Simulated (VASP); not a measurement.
# Hf in VASP: further runs

One sheet, Hf, is run at these levels: BEEF-vdW, PBE+D3(BJ), LDA; tasks: relaxation of the atoms, electron localisation function.

Program: VASP 6.6.1. These are calculated values, not measurements. Logs are shortened: lines on timing, memory, paths and dates and some standing lists are left out, and cuts for length are marked.

**1. The structure**

The cell holds a sheet with vacuum, 1 atom: a = 2.934 Å, b = 2.934 Å, c = 23.800 Å, α = 90.00°, β = 90.00°, γ = 120.00°.

The cell was built by a generator and needn't be a form met in nature.

**2. Relaxation of the atoms, BEEF-vdW**

File INCAR:

```
SYSTEM = Hf
  PREC = Accurate
  ENCUT = 520
  EDIFF = 1E-6
  ISMEAR = 0
  SIGMA = 0.05
  LREAL = .FALSE.
  LASPH = .TRUE.
  NELM = 100
  ALGO = Normal
  ISIF = 2
  LWAVE = .FALSE.
  LCHARG = .FALSE.
  LDIPOL = .TRUE.
  IDIPOL = 3
  DIPOL = 0.5 0.5 0.294
  GGA = BF
  LUSE_VDW = .TRUE.
  ZAB_VDW = -1.8867
  IBRION = 2
  NSW = 40
  EDIFFG = -0.01
```

File KPOINTS:

```
Automatic mesh
0
G
  10 10 1
  0 0 0
```

File POSCAR:

```
Hf
1.0
    2.9335200000      0.0000000000      0.0000000000
   -1.4667600000      2.5405000000      0.0000000000
    0.0000000000      0.0000000000     23.8000000000
Hf
1
Selective dynamics
Direct
    0.0000000000      0.0000000000      0.2941200000  F F F
```

Potentials or basis: VASP PAW PBE potentials, release 64 (Hf_pv).

The run is started by

```
cat potpaw_PBE.64/Hf_pv/POTCAR > POTCAR
mpirun -np 1 vasp_std > vasp.out
```

OUTCAR:

```text
SYSTEM = Hf
   PREC = Accurate
   ENCUT = 520
   EDIFF = 1E-6
   ISMEAR = 0
   LREAL = .FALSE.
   LASPH = .TRUE.
   NELM = 100
   ISIF = 2
   GGA = BF
   IBRION = 2
   NSW = 40
   EDIFFG = -0.01

 ion  position               nearest neighbor table
   1  0.000  0.000  0.294-

  LATTYP: Found a hexagonal cell.
 ALAT       =     2.9335200000
 C/A-ratio  =     8.1131200742

  Lattice vectors:

 A1 = (   2.9335200000,   0.0000000000,   0.0000000000)
 A2 = (  -1.4667600000,   2.5405000000,   0.0000000000)
 A3 = (   0.0000000000,   0.0000000000,  23.8000000000)

Analysis of symmetry for initial positions (statically):
=====================================================================
 Subroutine PRICEL returns:
 Original cell was already a primitive cell.

 Routine SETGRP: Setting up the symmetry group for a
 hexagonal supercell.

 Subroutine GETGRP returns: Found 24 space group operations
 (whereof 12 operations were pure point group operations)
 out of a pool of 24 trial point group operations.

The static configuration has the point symmetry C_6v.
 The point group associated with its full space group is D_6h.

Analysis of symmetry for dynamics (positions and initial velocities):
=====================================================================
 Subroutine PRICEL returns:
 Original cell was already a primitive cell.

 Routine SETGRP: Setting up the symmetry group for a
 hexagonal supercell.

 Subroutine GETGRP returns: Found 24 space group operations
 (whereof 12 operations were pure point group operations)
 out of a pool of 24 trial point group operations.

The dynamic configuration has the point symmetry C_6v.
 The point group associated with its full space group is D_6h.

Analysis of constrained symmetry for selective dynamics:
=====================================================================
 Subroutine PRICEL returns:
 Original cell was already a primitive cell.

 Routine SETGRP: Setting up the symmetry group for a
 hexagonal supercell.

 Subroutine GETGRP returns: Found 24 space group operations
 (whereof 12 operations were pure point group operations)
 out of a pool of 24 trial point group operations.

The constrained configuration has the point symmetry C_6v.
 The point group associated with its full space group is D_6h.

 Subroutine INISYM returns: Found 24 space group operations
 (whereof 12 operations are pure point group operations),
 and found     1 'primitive' translations

[... 97 lines left out ...]
   EFERMI_NEDOS =   21; number of points for ismear=-14 and -15
   IALGO  =     38    algorithm
   IMIX   =      4    mixing-type and parameters
     AMIX     =   0.40;   BMIX     =  1.00
     AMIX_MAG =   1.60;   BMIX_MAG =  1.00
  volume/ion in A,a.u.               =     177.37      1196.97
  Fermi-wavevector in a.u.,A,eV,Ry     =   0.627740  1.186256  5.361477  0.394057
  Thomas-Fermi vector in A             =   1.689444
   LORBIT       =      0    0 simple, 1 ext, 2 COOP (PROOUT), +10 PAW based schemes
   GGA     = BF    functional components
   LHFCALC =     F    Hartree Fock is set to
   AEXX    =    0.0000 exact exchange contribution
   IVDW_NL    =     1    kernel type
   BPARAM     = 6.3000
   IVDW    =     0    specifies the selected vdW correction
   LEPSILON=     F    determine dielectric tensor
   LRPA    =     F    only Hartree local field effects (RPA)
 conjugate gradient relaxation of ions
 non-spin polarized calculation
 Gauss-broadening in eV      SIGMA  =   0.05
  energy-cutoff  :      520.00
  volume of cell :      177.37
 maximum number of plane-waves:      4889
 NGX is ok and might be reduce to    24
   NGX = 11   NGY = 11   NGZ = 89

 dipolmoment           0.000000      0.000000     -0.000001 electrons x Angstroem

 number of electron      10.0000001 magnetization

 dipolmoment           0.000000      0.000000      0.000001 electrons x Angstroem

 Free energy of the ion-electron system (eV)
  ---------------------------------------------------
  ext. energy  EPLUGINS =         0.00000000
  ---------------------------------------------------
  free energy    TOTEN  =        -5.15440321 eV

  energy without entropy =       -5.14799269  energy(sigma->0) =       -5.15119795

 E-fermi :  -3.2489     XC(G=0):  -2.4086

 val. band max:       -3.2667043331   @ k =   0.1000  -0.0000   0.0000
 cond. band min:      -3.2232551779   @ k =   0.2000   0.1000   0.0000
 fundamental gap:      0.0434491552
 Fermi energy:        -3.2488752078

 k-point     1 :       0.0000    0.0000    0.0000
  band No.  band energies     occupation
      1     -34.2890      2.00000
      2     -33.5267      2.00000
      3     -33.5267      2.00000
      4      -8.7588      2.00000
      5      -3.4760      2.00000
      6      -3.0172      0.00000
      7      -1.4411      0.00000
      8      -1.4411      0.00000
      9       0.3536      0.00000
[... 145 lines left out ...]
 k-point    14 :       0.3000    0.3000    0.0000
  band No.  band energies     occupation
      1     -34.4513      2.00000
      2     -34.2299      2.00000
      3     -34.0882      2.00000
      4      -3.3892      1.99993
      5      -3.2867      1.71501
      6      -2.7844      0.00000
      7      -2.1978      0.00000
      8      -0.4390      0.00000
      9       4.7831      0.00000

------------------------ aborting loop because EDIFF is reached ----------------------------------------

 vacuum level on the upper side and lower side of the slab       (xc-potential included)        -0.003        -0.003

  FORCE on cell =-STRESS in cart. coord.  units (eV):
  Direction    XX          YY          ZZ          XY          YZ          ZX
  --------------------------------------------------------------------------------------
  -------------------------------------------------------------------------------------
  Total       -0.1388783     -0.1388780     -0.0019345      0.0000000     -0.0000000      0.0000000
  in kB       -1.2544685     -1.2544657     -0.0174737      0.0000000     -0.0000000      0.0000000
  external PRESSURE =      -0.8421359 kB  Pullay stress =       0.0000000 kB

 VOLUME and BASIS-vectors are now :
 -----------------------------------------------------------------------------
  energy-cutoff  :      520.00
  volume of cell :      177.37
      direct lattice vectors                 reciprocal lattice vectors
     2.933520000  0.000000000  0.000000000     0.340887398  0.196811651  0.000000000
    -1.466760000  2.540500000  0.000000000     0.000000000  0.393623302  0.000000000
     0.000000000  0.000000000 23.800000000     0.000000000  0.000000000  0.042016807

 POSITION                                       TOTAL-FORCE (eV/Angst)
 -----------------------------------------------------------------------------------
      0.00000      0.00000      7.00006         0.000000     -0.000000     -0.000000
 -----------------------------------------------------------------------------------
    total drift:                                0.000000      0.000000      0.000002

  FREE ENERGIE OF THE ION-ELECTRON SYSTEM (eV)
  ---------------------------------------------------
  free  energy   TOTEN  =        -5.1544032121 eV

  energy  without entropy=       -5.1479926859  energy(sigma->0) =       -5.15119795

Total vdW correction in eV:      1.7286967

 reached required accuracy - stopping structural energy minimisation

 vacuum level on the upper side and lower side of the slab         1.235         1.235
```

It took 5.3 min on 1 thread of Intel Xeon Platinum 8488C (Sapphire Rapids), shared host; peak memory 0.8 GiB.

Results:

```
Free energy            : -5.1544 eV
Band gap on the k mesh : none (metal or under the smearing width)
```

Final structure:
```
CELL_PARAMETERS angstrom
2.93352 0.00000 0.00000
-1.46676 2.54050 0.00000
0.00000 0.00000 23.80000
ATOMIC_POSITIONS crystal
Hf 0.00000 0.00000 0.29412
```

Caveat: the relaxation stopped at its first step, so nothing moved; the PAW data sets were made with another functional, which shifts forces and pressure a little. The run has no spin-orbit coupling, so splittings on Hf are missing.

**3. Relaxation of the atoms, PBE+D3(BJ)**

File INCAR:

```
SYSTEM = Hf
ALGO     = Fast           ! electronic algorithm
DIPOL    = 0.5 0.5 0.294
EDIFF    = 1E-6           ! SCF threshold, eV
EDIFFG   = -0.005         ! ionic threshold
ENCUT    = 520            ! plane-wave cutoff, eV
GGA      = PE             ! functional
IBRION   = 2              ! ionic algorithm
IDIPOL   = 3            
ISIF     = 2              ! what is computed and relaxed
ISMEAR   = 0              ! smearing method
IVDW     = 12             ! dispersion correction
LASPH    = .TRUE.         ! aspherical terms in the spheres
LCHARG   = .FALSE.        ! write CHGCAR
LDIPOL   = .TRUE.       
LREAL    = .FALSE.        ! projectors in reciprocal space
LWAVE    = .FALSE.        ! write WAVECAR
NELM     = 80             ! most SCF steps
NSW      = 40             ! ionic steps
PREC     = Accurate       ! precision mode
SIGMA    = 0.05           ! smearing width, eV
```

File KPOINTS:

```
k-points
0
G
  10 10 1
  0 0 0
```

POSCAR is that of step 2.

Potentials or basis: VASP PAW PBE potentials, release 64 (Hf_pv).

The run is started by

```
cat potpaw_PBE.64/Hf_pv/POTCAR > POTCAR
mpirun -np 1 vasp_std > vasp.out
```

It took 40 s on 1 thread of Intel Xeon Platinum 8488C (Sapphire Rapids), shared host; peak memory 0.3 GiB.

Results (log left out):

```yaml
Free_energy: -7.9312 eV
Band_gap_on_the_k_mesh: none (metal or under the smearing width)
Dispersion_energy_per_atom: -0.143 eV
```

Final structure:
```yaml
crystal:
  lattice:
    - [2.93352, 0.00000, 0.00000]
    - [-1.46676, 2.54050, 0.00000]
    - [0.00000, 0.00000, 23.80000]
  atoms:
    - { symbol: Hf, position: [0.00000, 0.00000, 0.29412] }
```

Levels at points of the mesh, in eV from the Fermi level:
| k point | band 1 | band 2 | band 3 | band 4 | band 5 | band 6 | band 7 | band 8 | band 9 |
| --- | --- | --- | --- | --- | --- | --- | --- | --- | --- |
| (0.00, 0.00, 0.00) | -30.76 | -29.96 | -29.96 | -5.55 | -0.29 | 0.25 | 1.81 | 1.81 | 4.05 |
| (0.50, 0.00, 0.00) | -31.18 | -30.57 | -30.24 | -2.80 | -1.01 | 2.33 | 2.67 | 4.01 | 6.10 |

Caveat: the relaxation stopped at its first step, so nothing moved. Spin-orbit coupling is left out, which matters for the levels of Hf.

**4. Electron localisation function, LDA, collinear spin, ferromagnetic start**

File INCAR:

```
SYSTEM = Hf
  PREC = Accurate
  ENCUT = 500
  EDIFF = 1E-7
  ISMEAR = 0
  SIGMA = 0.1
  LREAL = .FALSE.
  LASPH = .TRUE.
  NELM = 80
  ALGO = Fast
  ISIF = 2
  LWAVE = .FALSE.
  LCHARG = .TRUE.
  ISPIN = 2
  MAGMOM = 0.5
  LORBIT = 11
  LMAXMIX = 4
  GGA = CA
  LELF = .TRUE.
```

File KPOINTS:

```
regular mesh
0
G
  10 10 1
  0 0 0
```

Changes to POSCAR since step 3:

```diff
@@ -7,4 +7,3 @@
 1
-Selective dynamics
-Direct
-    0.0000000000      0.0000000000      0.2941200000  F F F
+Cartesian
+    0.0000000000      0.0000000000      7.0000560000
```

Potentials or basis: VASP PAW LDA potentials, release 54 (Hf).

The run is started by

```
cat potpaw_LDA.54/Hf/POTCAR > POTCAR
mpirun -np 1 vasp_std > vasp.out
```

OUTCAR:

```text
SYSTEM = Hf
   PREC = Accurate
   ENCUT = 500
   EDIFF = 1E-7
   ISMEAR = 0
   LREAL = .FALSE.
   LASPH = .TRUE.
   NELM = 80
   ISIF = 2
   ISPIN = 2
   LORBIT = 11
   GGA = CA

 ion  position               nearest neighbor table
   1  0.000  0.000  0.294-

  LATTYP: Found a hexagonal cell.
 ALAT       =     2.9335200000
 C/A-ratio  =     8.1131200742

  Lattice vectors:

 A1 = (   2.9335200000,   0.0000000000,   0.0000000000)
 A2 = (  -1.4667600000,   2.5405000000,   0.0000000000)
 A3 = (   0.0000000000,   0.0000000000,  23.8000000000)
[... 453 lines left out ...]
  -------------------------------------------------------------------------------------
  Total       -1.8082609     -1.8082568     -0.0018570      0.0000000      0.0000000     -0.0000000
  in kB      -16.3337707    -16.3337342     -0.0167738      0.0000000      0.0000000     -0.0000000
  external PRESSURE =     -10.8947596 kB  Pullay stress =       0.0000000 kB

 VOLUME and BASIS-vectors are now :
 -----------------------------------------------------------------------------
  energy-cutoff  :      500.00
  volume of cell :      177.37
      direct lattice vectors                 reciprocal lattice vectors
     2.933520000  0.000000000  0.000000000     0.340887398  0.196811651  0.000000000
    -1.466760000  2.540500000  0.000000000     0.000000000  0.393623302  0.000000000
     0.000000000  0.000000000 23.800000000     0.000000000  0.000000000  0.042016807

 POSITION                                       TOTAL-FORCE (eV/Angst)
 -----------------------------------------------------------------------------------
      0.00000      0.00000      7.00006        -0.000000      0.000000      0.000000
 -----------------------------------------------------------------------------------
    total drift:                                0.000000      0.000000     -0.000000

  FREE ENERGIE OF THE ION-ELECTRON SYSTEM (eV)
  ---------------------------------------------------
  free  energy   TOTEN  =        -8.4313091566 eV

  energy  without entropy=       -8.4140066482  energy(sigma->0) =       -8.42265790

 total charge

# of ion       s       p       d       tot
------------------------------------------
    1        0.632   0.289   2.159   3.080

 magnetization (x)

# of ion       s       p       d       tot
------------------------------------------
    1       -0.000   0.000   0.000   0.000
```

OSZICAR:

```text
N       E                     dE             d eps       ncg     rms          rms(c)
DAV:   1     0.920522120565E+01    0.92052E+01   -0.10497E+03   336   0.359E+02
[... 23 lines left out ...]
RMM:  25    -0.843129745811E+01   -0.18403E-04   -0.18544E-06   400   0.402E-03    0.150E-03
RMM:  26    -0.843130303283E+01   -0.55747E-05   -0.35446E-07   355   0.191E-03    0.773E-04
RMM:  27    -0.843130774314E+01   -0.47103E-05   -0.26137E-07   333   0.157E-03    0.545E-04
RMM:  28    -0.843130869005E+01   -0.94691E-06   -0.62863E-08   268   0.805E-04    0.234E-04
RMM:  29    -0.843130892649E+01   -0.23644E-06   -0.18044E-08   223   0.550E-04    0.921E-05
RMM:  30    -0.843130912262E+01   -0.19613E-06   -0.12127E-08   208   0.470E-04    0.655E-05
RMM:  31    -0.843130915660E+01   -0.33976E-07   -0.35726E-09   172   0.387E-04
   1 F= -.84313092E+01 E0= -.84226579E+01  d E =-.173025E-01  mag=    -0.0000
```

Run time: 74 s. Hardware: 1 thread of Intel Xeon Platinum 8488C (Sapphire Rapids), shared host; peak memory 0.26 GiB.

What came out:

| Property | Result |
| --- | --- |
| Free energy | -8.4313 eV |
| Band gap on the k mesh | none (metal or under the smearing width) |
| Net moment | 0.00 μB per cell |
| Valence electrons inside the program's atomic spheres | Hf 3.08 |

Levels at points of the mesh, in eV from the Fermi level:
Spin up:
| k point | band 1 | band 2 | band 3 | band 4 | band 5 | band 6 |
| --- | --- | --- | --- | --- | --- | --- |
| (0.00, 0.00, 0.00) | -5.49 | -0.41 | 0.28 | 1.77 | 1.77 | 4.76 |
| (0.50, 0.00, 0.00) | -2.79 | -1.00 | 2.15 | 2.79 | 3.97 | 6.05 |
Spin down:
```tsv
k point	band 1	band 2	band 3	band 4	band 5
(0.00, 0.00, 0.00)	-5.49	-0.41	0.28	1.77	1.77
(0.50, 0.00, 0.00)	-2.79	-1.00	2.15	2.79	3.97
```

Spin-orbit coupling is left out, which matters for the levels of Hf.

**5. The runs side by side**

| task | level | potentials or basis | spin | cell | cutoff (eV) | smearing | dipole correction | atoms held fixed (from 0) | gap on the mesh (eV) |
| --- | --- | --- | --- | --- | --- | --- | --- | --- | --- |
| relaxation of the atoms | BEEF-vdW | VASP PAW PBE potentials, release 64 (Hf_pv) | off | atoms relaxed | 520 | gaussian 0.05 eV | yes | [0] | none |
| relaxation of the atoms | PBE+D3(BJ) | VASP PAW PBE potentials, release 64 (Hf_pv) | off | atoms relaxed | 520 | gaussian 0.05 eV | yes | [0] | none |
| electron localisation function | LDA | VASP PAW LDA potentials, release 54 (Hf) | collinear, ferromagnetic start | as given | 500 | gaussian 0.1 eV | - | - | none |

Alike in all rows: k mesh 10 × 10 × 1.

Caveats: the relaxation stopped at its first step, so nothing moved (some runs); the PAW data sets were made with another functional, which shifts forces and pressure a little (some runs).

Absolute energies hang on the potentials; compare differences alone.
